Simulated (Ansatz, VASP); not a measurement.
One calculation of C, two programs

The input INCAR:

```
PREC = Accurate
ENCUT = 520
EDIFF = 1E-6
ISMEAR = 0
SIGMA = 0.1
LREAL = False
LASPH = True
NELM = 150
ALGO = Normal
ISIF = 2
LWAVE = False
LCHARG = False
ISPIN = 2
MAGMOM = 1 1 1 1 1
LORBIT = 11
GGA = PE
NBANDS = 22
```

KPOINTS

```
Automatic mesh
0
Gamma
  6 6 6
```

The input POSCAR:

```
C
1.0
    2.4557744500      1.4178420400      1.4558830600
   -2.4557744500      1.4178420400      1.4558830600
    0.0000000000     -2.8356840800      1.4558830600
C
5
Direct
    0.3295443800      0.3295443800      0.3295443800
    0.6704556200      0.6704556200      0.6704556200
    0.6121795600      0.3878204400      0.0000000000
    0.0000000000      0.6121795600      0.3878204400
    0.3878204400      0.0000000000      0.6121795600
```

Input for Ansatz:

```yaml
crystal:
  lattice:
    - [2.45577445, 1.41784204, 1.45588306]
    - [-2.45577445, 1.41784204, 1.45588306]
    - [0.0, -2.83568408, 1.45588306]
  atoms:
    - { symbol: C, position: [0.32954438, 0.32954438, 0.32954438], spin: 1.0 }
    - { symbol: C, position: [0.67045562, 0.67045562, 0.67045562], spin: 1.0 }
    - { symbol: C, position: [0.61217956, 0.38782044, 0.0], spin: 1.0 }
    - { symbol: C, position: [0.0, 0.61217956, 0.38782044], spin: 1.0 }
    - { symbol: C, position: [0.38782044, 0.0, 0.61217956], spin: 1.0 }
basis:
  ecutwfc: 420
kpoints:
  mp_grid: { grid: [6, 6, 6] }
hamiltonian:
  xc: pbe
scf:
  occupations: { method: gaussian, width: 0.1 }
  lower_state_search: "off"
output:
  forces: true
  stress: true
  eigenvalues: true
  populations: true
magnetization:
  spin_polarized: true
```

Alike in both runs: task single point; functional PBE; k mesh 6 × 6 × 6; occupations gaussian, width 0.1 eV; collinear spin.

```csv
,VASP,Ansatz
version,VASP 6.6.1,Ansatz 0.2.0
potentials or method,"VASP PAW PBE potentials, release 64 (C)","scalar-relativistic, plane waves, PAW"
plane-wave cutoff (eV),520,420
valence electrons in the cell,20,20
```

Ansatz gave:

```
gap on the k mesh at the Fermi level (eV) : none
rms of the force components (eV/Å)        : 2.392
net moment per atom (μB)                  : 0.00
```

Question: Estimate VASP's values.

Answer: gap on the k mesh at the Fermi level (eV): none; rms of the force components (eV/Å): 2.378; net moment per atom (μB): 0.00.

Atom by atom the forces differ by 0.029 eV/Å (rms over components). A gap of «none» marks a metal or a gap that the smearing closes. Ansatz warned: «seeded_moment_not_kept».

Caveats: forces of over 1 eV/Å show positions far from the minimum, so gaps and moduli don't describe the material at rest.
